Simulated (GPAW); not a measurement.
The system is CdF2.

```xyz
3
Lattice="0.0000 2.6940 2.6940 2.6940 0.0000 2.6940 2.6940 2.6940 0.0000" Properties=species:S:1:pos:R:3 pbc="T T T"
Cd    0.0000    0.0000    0.0000
F     4.0410    4.0410    4.0410
F     1.3470    1.3470    1.3470
```

Base run:

- Program: GPAW 26.7.0
- Functional: r2SCAN
- Potentials or basis: GPAW PAW data sets (gpaw-data 1.2.1)
- Cutoff: 800 eV
- Basis: pw
- k mesh: 9 × 9 × 9
- Occupations: fermi-dirac, width 0.05 eV
- Spin: no spin polarisation

Its results: band gap on the k mesh 3.79 eV, indirect (least direct gap 4.23 eV); pressure -1.8 GPa.

The run is repeated on the same cell with these changes: functional from r2SCAN to PBE. What comes out?

Band gap on the k mesh 3.10 eV, indirect (least direct gap 3.54 eV); pressure 3.6 GPa.

r2SCAN gives the wider gap, since meta-GGAs in the generalised Kohn-Sham scheme recover part of the derivative discontinuity.

Caveats: the PAW data sets were made with another functional, which shifts forces and pressure a little (some runs).
